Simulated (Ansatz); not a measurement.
All numbers below come from DFT PBE, scalar-relativistic, plane waves, PAW (Ansatz 0.2.0). Settings: cutoff 420 eV, Γ-centred meshes spaced at most about 0.3 Å⁻¹, and about 0.25 Å⁻¹ or finer for metals (2π included), Gaussian smearing. No spin polarisation in the final relaxations.

Temperature and zero-point effects are left out.

Compare these two cells of Si3Ge2, each relaxed at this level.

A.

```cif
data_structure
_symmetry_space_group_name_H-M 'P-6m2'
_symmetry_Int_Tables_number 187
_cell_length_a 2.8304
_cell_length_b 2.8304
_cell_length_c 23.8437
_cell_angle_alpha 90.000
_cell_angle_beta 90.000
_cell_angle_gamma 120.000
_cell_volume 165.42
loop_
_atom_site_label
_atom_site_type_symbol
_atom_site_symmetry_multiplicity
_atom_site_Wyckoff_symbol
_atom_site_fract_x
_atom_site_fract_y
_atom_site_fract_z
_atom_site_occupancy
Si1 Si 2 i 0.66667 0.33333 0.80568 1
Si2 Si 2 h 0.33333 0.66667 0.71525 1
Si3 Si 2 h 0.33333 0.66667 0.89637 1
Ge1 Ge 1 e 0.66667 0.33333 0.00000 1
Ge2 Ge 2 i 0.66667 0.33333 0.38721 1
Ge3 Ge 1 d 0.33333 0.66667 0.50000 1
```

B.

```cif
data_structure
_symmetry_space_group_name_H-M 'P-3m1'
_symmetry_Int_Tables_number 164
_cell_length_a 2.8895
_cell_length_b 2.8895
_cell_length_c 22.9442
_cell_angle_alpha 90.000
_cell_angle_beta 90.000
_cell_angle_gamma 120.000
_cell_volume 165.90
loop_
_atom_site_label
_atom_site_type_symbol
_atom_site_symmetry_multiplicity
_atom_site_Wyckoff_symbol
_atom_site_fract_x
_atom_site_fract_y
_atom_site_fract_z
_atom_site_occupancy
Si1 Si 2 d 0.33333 0.66667 0.95294 1
Si2 Si 2 d 0.33333 0.66667 0.13690 1
Si3 Si 2 d 0.33333 0.66667 0.54483 1
Ge1 Ge 2 d 0.33333 0.66667 0.35237 1
Ge2 Ge 2 d 0.33333 0.66667 0.76164 1
```

Question: Which placement of the atoms is lower in energy, and by how much?

Answer: They are level within the accuracy (3 meV/atom apart, with B the lower in these runs). The two share one framework of sites and differ in which element sits where. A has Si and Ge ordered on hcp sites, space group P-6m2 (No. 187), 16.5 Å³/atom and no gap on its mesh; B has Si and Ge ordered on hcp sites, space group P-3m1 (No. 164), 16.6 Å³/atom and no gap. Counting Ge atoms around Si (those within 1.25 times the shortest such distance or 1.15 times the sum of covalent radii, 1.27 where that leaves under three; the shortest distance is added where it exceeds 1.18 times the sum of covalent radii; a slash parts the counts of unlike sites), A has Si 3 from 2.9 Å/3 from 3.0 Å/2+12 from 4.6 Å and B has Si 3 from 2.9 Å/1+6 from 4.4 Å. Even the lower one lies +0.47 eV/atom against the reference forms of the elements (uncorrected), so neither is stable at this level. Both come from invented guesses. A third cell relaxed alike, in P-6m2, lies 108 meV/atom below the lower of the two.

The k mesh leaves some 4 meV/atom of noise in the energy of each metallic cell. No dispersion correction is applied, so the spacing and binding between layers, chains or molecules are poorly described (P-6m2), and this can change margins and order among such cells. Cells relaxed within their symmetry can be saddle points.
